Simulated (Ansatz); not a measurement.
**Molecular dynamics of BaTiO$_{3}$**

input.yaml

```yaml
crystal:
  lattice:
    - [5.653985, 0.0, 0.0]
    - [0.0, 6.953897, 0.0]
    - [0.0, 0.0, 21.963196]
  atoms:
    - { symbol: Ba, position: [0.0, 0.0, 0.0455307] }
    - { symbol: Ti, position: [0.5, 0.14005374, 0.11869568] }
    - { symbol: O, position: [0.75832957, 0.00293862, 0.15047581] }
    - { symbol: O, position: [0.5, 0.0137, 0.0467792] }
    - { symbol: O, position: [0.24167043, 0.00293862, 0.15047581] }
    - { symbol: Ba, position: [0.0, 0.33010253, 0.20042223] }
    - { symbol: Ti, position: [0.0, 0.4872, 0.0455307] }
    - { symbol: O, position: [0.2458, 0.3470333, 0.0820633] }
    - { symbol: O, position: [0.5, 0.33222533, 0.19414307] }
    - { symbol: O, position: [0.7542, 0.3470333, 0.0820633] }
    - { symbol: Ba, position: [0.5, 0.65827224, 0.12596653] }
    - { symbol: Ti, position: [0.0, 0.83960818, 0.20312977] }
    - { symbol: O, position: [0.24486666, 0.67263064, 0.22141035] }
    - { symbol: O, position: [1.0, 0.68252318, 0.09344762] }
    - { symbol: O, position: [0.75513334, 0.67263064, 0.22141035] }
    - { symbol: Ba, position: [0.5, 0.00195182, 0.27285311] }
    - { symbol: Ti, position: [1.0, 0.16248161, 0.35846536] }
    - { symbol: O, position: [0.26213724, 0.01642731, 0.37942445] }
    - { symbol: O, position: [0.0, -0.00698963, 0.26733607] }
    - { symbol: O, position: [0.73786276, 0.01642731, 0.37942445] }
    - { symbol: Ba, position: [0.5, 0.348325, 0.43226632] }
    - { symbol: Ti, position: [0.5, 0.47657283, 0.2718152] }
    - { symbol: O, position: [0.74803195, 0.34301351, 0.30429646] }
    - { symbol: O, position: [0.0, 0.3276548, 0.41727086] }
    - { symbol: O, position: [0.25196805, 0.34301351, 0.30429646] }
    - { symbol: Ba, position: [1.0, 0.65897125, 0.35500599] }
    - { symbol: Ti, position: [0.5, 0.81191966, 0.41112812] }
    - { symbol: O, position: [0.72502831, 0.68265787, 0.44910813] }
    - { symbol: O, position: [0.5, 0.67226909, 0.33643684] }
    - { symbol: O, position: [0.27497169, 0.68265787, 0.44910813] }
basis:
  ecutwfc: 420.0
kpoints:
  mp_grid: { grid: [2, 1, 1] }
hamiltonian:
  xc: pbesol
  pseudopotentials: { kind: paw, azcp: { folder: soft_1 } }
scf:
  occupations: { method: fermi_dirac, width: 0.02 }
  lower_state_search: "off"
md:
  timestep: 1.5
  n_steps: 60
  ensemble: nvt_nose_hoover
  temperature: 700.0
  initial_velocities: maxwell_boltzmann
  seed: 890611
  nose_hoover: { tau: 100.0, chain_length: 3 }
  constraints: [{ sites: [0, 3, 6, 7, 9] }]
```

Run as:

```bash
$ ansatz run input.yaml --threads 2 --pin off --max-ram 5120MiB --backend cpu --events-out ev --progress --plain --runs-dir out
```

It starts from a relaxed structure.

Output, in part (one step line in 2):

```
md step     0: t =     0.00 fs  T =   700.0 K  F+E_penalty+E_count = -60155.74386531 eV  E_kin = 2.262050 eV  conserved = -60153.48181533 eV  (35 SCF iters)
md step     2: t =     3.00 fs  T =   669.3 K  F+E_penalty+E_count = -60155.64410247 eV  E_kin = 2.162913 eV  conserved = -60153.48120589 eV  (24 SCF iters)
md step     4: t =     6.00 fs  T =   590.1 K  F+E_penalty+E_count = -60155.38613041 eV  E_kin = 1.906978 eV  conserved = -60153.47936589 eV  (26 SCF iters)
md step     6: t =     9.00 fs  T =   496.5 K  F+E_penalty+E_count = -60155.08120345 eV  E_kin = 1.604442 eV  conserved = -60153.47763790 eV  (10 SCF iters)
md step     8: t =    12.00 fs  T =   419.9 K  F+E_penalty+E_count = -60154.83198925 eV  E_kin = 1.356798 eV  conserved = -60153.47738933 eV  (13 SCF iters)
md step    10: t =    15.00 fs  T =   366.1 K  F+E_penalty+E_count = -60154.65701745 eV  E_kin = 1.183070 eV  conserved = -60153.47819066 eV  (26 SCF iters)
md step    12: t =    18.00 fs  T =   321.9 K  F+E_penalty+E_count = -60154.51201094 eV  E_kin = 1.040321 eV  conserved = -60153.47868711 eV  (14 SCF iters)
md step    14: t =    21.00 fs  T =   277.5 K  F+E_penalty+E_count = -60154.36496023 eV  E_kin = 0.896870 eV  conserved = -60153.47844363 eV  (13 SCF iters)
md step    16: t =    24.00 fs  T =   236.1 K  F+E_penalty+E_count = -60154.22653427 eV  E_kin = 0.762838 eV  conserved = -60153.47783521 eV  (16 SCF iters)
md step    18: t =    27.00 fs  T =   208.3 K  F+E_penalty+E_count = -60154.13219438 eV  E_kin = 0.673202 eV  conserved = -60153.47727083 eV  (12 SCF iters)
md step    20: t =    30.00 fs  T =   205.1 K  F+E_penalty+E_count = -60154.11669074 eV  E_kin = 0.662651 eV  conserved = -60153.47702736 eV  (24 SCF iters)
md step    22: t =    33.00 fs  T =   230.9 K  F+E_penalty+E_count = -60154.19475580 eV  E_kin = 0.746311 eV  conserved = -60153.47733379 eV  (14 SCF iters)
md step    24: t =    36.00 fs  T =   280.1 K  F+E_penalty+E_count = -60154.34637926 eV  E_kin = 0.905017 eV  conserved = -60153.47823799 eV  (11 SCF iters)
md step    26: t =    39.00 fs  T =   335.4 K  F+E_penalty+E_count = -60154.51540957 eV  E_kin = 1.083735 eV  conserved = -60153.47934311 eV  (13 SCF iters)
md step    28: t =    42.00 fs  T =   376.3 K  F+E_penalty+E_count = -60154.63476791 eV  E_kin = 1.216174 eV  conserved = -60153.47991749 eV  (15 SCF iters)
md step    30: t =    45.00 fs  T =   392.3 K  F+E_penalty+E_count = -60154.67013115 eV  E_kin = 1.267813 eV  conserved = -60153.47946869 eV  (24 SCF iters)
md step    32: t =    48.00 fs  T =   391.0 K  F+E_penalty+E_count = -60154.64752362 eV  E_kin = 1.263399 eV  conserved = -60153.47837234 eV  (11 SCF iters)
md step    34: t =    51.00 fs  T =   391.1 K  F+E_penalty+E_count = -60154.62941517 eV  E_kin = 1.263869 eV  conserved = -60153.47778341 eV  (14 SCF iters)
md step    36: t =    54.00 fs  T =   403.0 K  F+E_penalty+E_count = -60154.64909287 eV  E_kin = 1.302251 eV  conserved = -60153.47826817 eV  (16 SCF iters)
md step    38: t =    57.00 fs  T =   418.3 K  F+E_penalty+E_count = -60154.67850002 eV  E_kin = 1.351628 eV  conserved = -60153.47903486 eV  (8 SCF iters)
md step    40: t =    60.00 fs  T =   422.2 K  F+E_penalty+E_count = -60154.66949961 eV  E_kin = 1.364411 eV  conserved = -60153.47923642 eV  (26 SCF iters)
md step    42: t =    63.00 fs  T =   408.9 K  F+E_penalty+E_count = -60154.60383258 eV  E_kin = 1.321471 eV  conserved = -60153.47885528 eV  (13 SCF iters)
md step    44: t =    66.00 fs  T =   383.6 K  F+E_penalty+E_count = -60154.49945869 eV  E_kin = 1.239501 eV  conserved = -60153.47824033 eV  (12 SCF iters)
md step    46: t =    69.00 fs  T =   356.9 K  F+E_penalty+E_count = -60154.39198877 eV  E_kin = 1.153383 eV  conserved = -60153.47764955 eV  (15 SCF iters)
md step    48: t =    72.00 fs  T =   339.9 K  F+E_penalty+E_count = -60154.31668277 eV  E_kin = 1.098279 eV  conserved = -60153.47732488 eV  (9 SCF iters)
md step    50: t =    75.00 fs  T =   338.4 K  F+E_penalty+E_count = -60154.29242856 eV  E_kin = 1.093534 eV  conserved = -60153.47744762 eV  (25 SCF iters)
md step    52: t =    78.00 fs  T =   350.4 K  F+E_penalty+E_count = -60154.31145135 eV  E_kin = 1.132228 eV  conserved = -60153.47791076 eV  (7 SCF iters)
md step    54: t =    81.00 fs  T =   367.2 K  F+E_penalty+E_count = -60154.34537207 eV  E_kin = 1.186680 eV  conserved = -60153.47841276 eV  (11 SCF iters)
md step    56: t =    84.00 fs  T =   379.3 K  F+E_penalty+E_count = -60154.36295172 eV  E_kin = 1.225677 eV  conserved = -60153.47874953 eV  (10 SCF iters)
md step    58: t =    87.00 fs  T =   380.3 K  F+E_penalty+E_count = -60154.34425365 eV  E_kin = 1.228852 eV  conserved = -60153.47870813 eV  (10 SCF iters)
md step    60: t =    90.00 fs  T =   371.8 K  F+E_penalty+E_count = -60154.29500140 eV  E_kin = 1.201537 eV  conserved = -60153.47794982 eV  (24 SCF iters)
```

All steps were run. The conserved energy stayed within 0.16 meV per atom of its start (net change 0.13 meV per atom), so the integration is sound. The mean temperature of the second half is 46 % below the set value. A run of 0.09 ps of so small a system gives no equilibrium averages. Limits of this set-up: coarse k mesh, thin slab, slab without dipole correction, PAW files made for another functional, a typed lattice constant that wasn't relaxed here.

Mean squared displacements from the first frame to the last: Ba 0.02 Å², Ti 0.01 Å², O 0.03 Å².

Last frame:

```xyz
30
Lattice="5.6540 0.0000 0.0000 0.0000 6.9539 0.0000 0.0000 0.0000 21.9632" Properties=species:S:1:pos:R:3
Ba 0.000 0.000 1.000
Ti 2.910 1.077 2.627
O 4.384 0.087 3.316
O 2.827 0.095 1.027
O 1.346 0.075 3.268
Ba -0.003 2.306 4.358
Ti 0.000 3.388 1.000
O 1.390 2.413 1.802
O 2.694 2.295 4.224
O 4.264 2.413 1.802
Ba 2.987 4.724 2.754
Ti 0.030 5.935 4.445
O 1.452 4.723 4.710
O 5.783 4.681 2.071
O 4.425 4.626 4.928
Ba 2.696 -0.029 5.942
Ti 5.523 1.022 7.831
O 1.397 0.112 8.372
O 0.148 -0.044 5.935
O 4.156 0.005 8.307
Ba 2.769 2.290 9.351
Ti 2.862 3.359 5.964
O 4.265 2.176 6.475
O -0.239 2.087 9.149
O 1.490 2.373 6.718
Ba 5.625 4.536 7.618
Ti 2.735 5.707 9.009
O 4.060 4.957 9.789
O 2.874 4.596 7.324
O 1.667 4.576 9.700
```

The run took 17 min on 2 threads of Arm Neoverse V1, on a shared host, peak memory 1.7 GiB.
